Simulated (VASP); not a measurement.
# MoSe2 (P6_3/mmc) in VASP: core levels with PBEsol

Aim: the core levels of MoSe2 with PBEsol.

Program: VASP 6.6.1. These are calculated values, not measurements. Logs are shortened: lines on timing, memory, paths and dates and some standing lists are left out, and cuts for length are marked.

## 1. Starting point

The structure is hexagonal, space group P6_3/mmc (No. 194). Conventional cell: a = 3.288 Å, b = 3.288 Å, c = 12.900 Å, α = 90.00°, β = 90.00°, γ = 120.00°. Mo (site symmetry -6m2) has 6 Se at 2.49 Å as nearest neighbours. Se (site symmetry 3m) is surrounded by 3 Mo at 2.49 Å.

## 2. Core levels, PBEsol, collinear spin, ferromagnetic start

INCAR reads:

```
SYSTEM = MoSe2
  ALGO = Fast
  EDIFF = 1E-7
  ENCUT = 520
  GGA = PS
  ICORELEVEL = 1
  ISIF = 2
  ISMEAR = -1
  ISPIN = 2
  LASPH = .TRUE.
  LCHARG = .FALSE.
  LMAXMIX = 4
  LORBIT = 11
  LREAL = .FALSE.
  LWAVE = .FALSE.
  MAGMOM = 2 2 0 0 0 0
  NELM = 150
  PREC = Accurate
  SIGMA = 0.02
```

KPOINTS reads:

```
k-points
0
G
  8 8 2
  0 0 0
```

POSCAR reads:

```
MoSe2
1.0
    3.2880000000      0.0000000000      0.0000000000
   -1.6440000000      2.8474915276      0.0000000000
    0.0000000000      0.0000000000     12.9000000000
Mo Se
2 4
Direct
    0.3333333333      0.6666666667      0.2500000000
    0.6666666667      0.3333333333      0.7500000000
    0.3333333333      0.6666666667      0.6250000000
    0.6666666667      0.3333333333      0.1250000000
    0.3333333333      0.6666666667      0.8750000000
    0.6666666667      0.3333333333      0.3750000000
```

Potentials or basis: VASP PAW PBE potentials, release 64 (Mo_sv, Se).

Started as:

```sh
$ cat potpaw_PBE.64/Mo_sv/POTCAR potpaw_PBE.64/Se/POTCAR > POTCAR
$ mpirun -np 1 vasp_std > vasp.out
```

OUTCAR:

```text
SYSTEM = MoSe2
   EDIFF = 1E-7
   ENCUT = 520
   GGA = PS
   ISIF = 2
   ISMEAR = -1
   ISPIN = 2
   LASPH = .TRUE.
   LORBIT = 11
   LREAL = .FALSE.
   NELM = 150
   PREC = Accurate

 ion  position               nearest neighbor table
   1  0.333  0.667  0.250-   4 2.49   6 2.49   4 2.49   6 2.49   4 2.49   6 2.49
   2  0.667  0.333  0.750-   3 2.49   5 2.49   3 2.49   5 2.49   3 2.49   5 2.49
   3  0.333  0.667  0.625-   2 2.49   2 2.49   2 2.49
   4  0.667  0.333  0.125-   1 2.49   1 2.49   1 2.49
   5  0.333  0.667  0.875-   2 2.49   2 2.49   2 2.49
   6  0.667  0.333  0.375-   1 2.49   1 2.49   1 2.49

  LATTYP: Found a hexagonal cell.
 ALAT       =     3.2880000000
 C/A-ratio  =     3.9233576642

  Lattice vectors:

 A1 = (   3.2880000000,   0.0000000000,   0.0000000000)
 A2 = (  -1.6440000000,   2.8474915276,   0.0000000000)
 A3 = (   0.0000000000,   0.0000000000,  12.9000000000)

Analysis of symmetry for initial positions (statically):
=====================================================================
 Subroutine PRICEL returns:
 Original cell was already a primitive cell.

 Routine SETGRP: Setting up the symmetry group for a
 hexagonal supercell.

 Subroutine GETGRP returns: Found 24 space group operations
 (whereof 12 operations were pure point group operations)
 out of a pool of 24 trial point group operations.

The static configuration has the point symmetry D_3d.
 The point group associated with its full space group is D_6h.

Analysis of symmetry for dynamics (positions and initial velocities):
=====================================================================
 Subroutine PRICEL returns:
 Original cell was already a primitive cell.

 Routine SETGRP: Setting up the symmetry group for a
 hexagonal supercell.

 Subroutine GETGRP returns: Found 24 space group operations
 (whereof 12 operations were pure point group operations)
 out of a pool of 24 trial point group operations.

The dynamic configuration has the point symmetry D_3d.
 The point group associated with its full space group is D_6h.

Analysis of structural, dynamic, and magnetic symmetry:
=====================================================================
 Subroutine PRICEL returns:
 Original cell was already a primitive cell.

 Routine SETGRP: Setting up the symmetry group for a
 hexagonal supercell.

 Subroutine GETGRP returns: Found 24 space group operations
 (whereof 12 operations were pure point group operations)
[... 152 lines left out ...]

  energy without entropy =      -43.17768716  energy(sigma->0) =      -43.17768716

 the core state eigenenergies are
   1-  1s -19809.8227  2s  -2789.9675  2p  -2492.9703  3s   -467.1648  3p   -369.8716
       3d   -211.6932
   2-  1s -19809.8227  2s  -2789.9675  2p  -2492.9703  3s   -467.1648  3p   -369.8716
       3d   -211.6932
   3-  1s -12491.2384  2s  -1594.7709  2p  -1401.1154  3s   -201.5449  3p   -141.0194
       3d    -41.2134
   4-  1s -12491.2384  2s  -1594.7709  2p  -1401.1154  3s   -201.5449  3p   -141.0194
       3d    -41.2134
   5-  1s -12491.2384  2s  -1594.7709  2p  -1401.1154  3s   -201.5449  3p   -141.0194
       3d    -41.2134
   6-  1s -12491.2384  2s  -1594.7709  2p  -1401.1154  3s   -201.5449  3p   -141.0194
       3d    -41.2134

 E-fermi :   6.8921     XC(G=0): -10.8010

 val. band max:        6.4684349559   @ k =   0.0000   0.0000   0.0000
 cond. band min:       7.3676849827   @ k =   0.2500   0.1250   0.0000
 fundamental gap:      0.8992500268
 Fermi energy:         6.8921127095

 spin component 1

 k-point     1 :       0.0000    0.0000    0.0000
  band No.  band energies     occupation
      1     -54.7384      1.00000
      2     -54.7383      1.00000
      3     -28.9510      1.00000
      4     -28.9510      1.00000
      5     -28.7696      1.00000
      6     -28.7696      1.00000
[... 267 lines left out ...]
     22       4.0747      1.00000
     23       4.1208      1.00000

 Fermi energy:         6.8921127095

 spin component 2

 k-point     1 :       0.0000    0.0000    0.0000
  band No.  band energies     occupation
      1     -54.7384      1.00000
      2     -54.7383      1.00000
      3     -28.9510      1.00000
      4     -28.9510      1.00000
      5     -28.7696      1.00000
      6     -28.7696      1.00000
[... 709 lines left out ...]
     32       9.0162      0.00000
     33      10.3634      0.00000

------------------------ aborting loop because EDIFF is reached ----------------------------------------

  FORCE on cell =-STRESS in cart. coord.  units (eV):
  Direction    XX          YY          ZZ          XY          YZ          ZX
  --------------------------------------------------------------------------------------
  -------------------------------------------------------------------------------------
  Total        1.2344788      1.2344788      5.5919880      0.0000000      0.0000000     -0.0000000
  in kB       16.3760919     16.3760919     74.1810284      0.0000000      0.0000000     -0.0000000
  external PRESSURE =      35.6444041 kB  Pullay stress =       0.0000000 kB

 VOLUME and BASIS-vectors are now :
 -----------------------------------------------------------------------------
  energy-cutoff  :      520.00
  volume of cell :      120.78
      direct lattice vectors                 reciprocal lattice vectors
     3.288000000  0.000000000  0.000000000     0.304136253  0.175593148  0.000000000
    -1.644000000  2.847491528  0.000000000     0.000000000  0.351186295  0.000000000
     0.000000000  0.000000000 12.900000000     0.000000000  0.000000000  0.077519380

 POSITION                                       TOTAL-FORCE (eV/Angst)
 -----------------------------------------------------------------------------------
     -0.00000      1.89833      3.22500         0.000000     -0.000000     -0.000000
      1.64400      0.94916      9.67500        -0.000000      0.000000     -0.000000
     -0.00000      1.89833      8.06250        -0.000000     -0.000000     -0.847472
      1.64400      0.94916      1.61250         0.000000      0.000000     -0.847472
     -0.00000      1.89833     11.28750        -0.000000      0.000000      0.847472
      1.64400      0.94916      4.83750         0.000000     -0.000000      0.847472
 -----------------------------------------------------------------------------------
    total drift:                               -0.000000      0.000000     -0.000000

  FREE ENERGIE OF THE ION-ELECTRON SYSTEM (eV)
  ---------------------------------------------------
  free  energy   TOTEN  =       -43.1776871639 eV

  energy  without entropy=      -43.1776871639  energy(sigma->0) =      -43.17768716

 total charge

# of ion       s       p       d       tot
------------------------------------------
    1        2.288   6.201   4.022  12.511
    2        2.288   6.201   4.022  12.511
    3        1.479   2.343   0.071   3.893
    4        1.479   2.343   0.071   3.893
    5        1.479   2.343   0.071   3.893
    6        1.479   2.343   0.071   3.893
--------------------------------------------------
tot         10.491  21.772   8.329  40.593

 magnetization (x)

# of ion       s       p       d       tot
------------------------------------------
    1       -0.000  -0.000  -0.000  -0.000
    2       -0.000  -0.000  -0.000  -0.000
    3       -0.000  -0.000   0.000  -0.000
    4       -0.000  -0.000   0.000  -0.000
    5       -0.000  -0.000   0.000  -0.000
    6       -0.000  -0.000   0.000  -0.000
--------------------------------------------------
tot         -0.000  -0.000  -0.000  -0.000
```

OSZICAR:

```text
N       E                     dE             d eps       ncg     rms          rms(c)
DAV:   1     0.442278407128E+03    0.44228E+03   -0.28796E+04  2952   0.147E+03
DAV:   2    -0.197842008118E+02   -0.46206E+03   -0.44906E+03  3243   0.369E+02
DAV:   3    -0.437125083108E+02   -0.23928E+02   -0.23565E+02  3295   0.735E+01
DAV:   4    -0.441852577607E+02   -0.47275E+00   -0.47044E+00  3190   0.987E+00
DAV:   5    -0.441939851997E+02   -0.87274E-02   -0.87183E-02  3337   0.121E+00    0.314E+01
RMM:   6    -0.430438072700E+02    0.11502E+01   -0.11400E+01  2712   0.151E+01    0.110E+01
RMM:   7    -0.430467448853E+02   -0.29376E-02   -0.18198E+00  2730   0.617E+00    0.812E+00
RMM:   8    -0.431002630025E+02   -0.53518E-01   -0.50601E-01  3075   0.267E+00    0.254E+00
RMM:   9    -0.431443248270E+02   -0.44062E-01   -0.13456E-01  2994   0.153E+00    0.896E-01
RMM:  10    -0.431675990637E+02   -0.23274E-01   -0.25873E-02  2936   0.797E-01    0.395E-01
RMM:  11    -0.431763481550E+02   -0.87491E-02   -0.11600E-02  3135   0.404E-01    0.150E-01
RMM:  12    -0.431773533894E+02   -0.10052E-02   -0.27280E-03  3315   0.181E-01    0.846E-02
RMM:  13    -0.431776313458E+02   -0.27796E-03   -0.62636E-04  3343   0.849E-02    0.271E-02
RMM:  14    -0.431776830722E+02   -0.51726E-04   -0.20333E-04  3382   0.429E-02    0.888E-03
RMM:  15    -0.431776864133E+02   -0.33411E-05   -0.32217E-05  3478   0.192E-02    0.399E-03
RMM:  16    -0.431776870716E+02   -0.65827E-06   -0.67135E-06  3488   0.880E-03    0.229E-03
RMM:  17    -0.431776871474E+02   -0.75890E-07   -0.10232E-06  2799   0.384E-03    0.829E-04
RMM:  18    -0.431776871639E+02   -0.16480E-07   -0.19600E-07  2169   0.158E-03
   1 F= -.43177687E+02 E0= -.43177687E+02  d E =-.876371E-11  mag=     0.0000
```

It took 92 s on 1 thread of Intel Xeon 6975P-C (Granite Rapids), shared host; peak memory 0.32 GiB.

Results:

| Quantity | Value |
| --- | --- |
| Free energy | -43.1777 eV |
| Pressure | 3.6 GPa |
| Largest force | 0.847 eV/Å |
| Band gap on the k mesh | 0.90 eV, indirect (least direct gap 1.64 eV) |
| Net moment | 0.00 μB per cell |
| Valence electrons inside the program's atomic spheres | Mo 12.51; Se 3.89 |

Forces in eV/Å, atoms in the order of the input:
```
Mo   0.000  0.000  0.000
Mo   0.000  0.000  0.000
Se   0.000  0.000 -0.847
Se   0.000  0.000 -0.847
Se   0.000  0.000  0.847
Se   0.000  0.000  0.847
```

Core levels (eV, on the scale of the bands):
```tsv
atom	levels
1 Mo	1s -19809.8, 2s -2790.0, 2p -2493.0, 3s -467.2, 3p -369.9, 3d -211.7
2 Mo	1s -19809.8, 2s -2790.0, 2p -2493.0, 3s -467.2, 3p -369.9, 3d -211.7
3 Se	1s -12491.2, 2s -1594.8, 2p -1401.1, 3s -201.5, 3p -141.0, 3d -41.2
4 Se	1s -12491.2, 2s -1594.8, 2p -1401.1, 3s -201.5, 3p -141.0, 3d -41.2
5 Se	1s -12491.2, 2s -1594.8, 2p -1401.1, 3s -201.5, 3p -141.0, 3d -41.2
6 Se	1s -12491.2, 2s -1594.8, 2p -1401.1, 3s -201.5, 3p -141.0, 3d -41.2
```

Caveat: the PAW data sets were made with another functional, which shifts forces and pressure a little; the cell's inner coordinates are idealised or old, which leaves forces on the atoms; this functional lacks dispersion, which binds the layers, so the pressure and a relaxed spacing across them are unreliable. As with any semilocal functional, this PBEsol gap is likely too small.
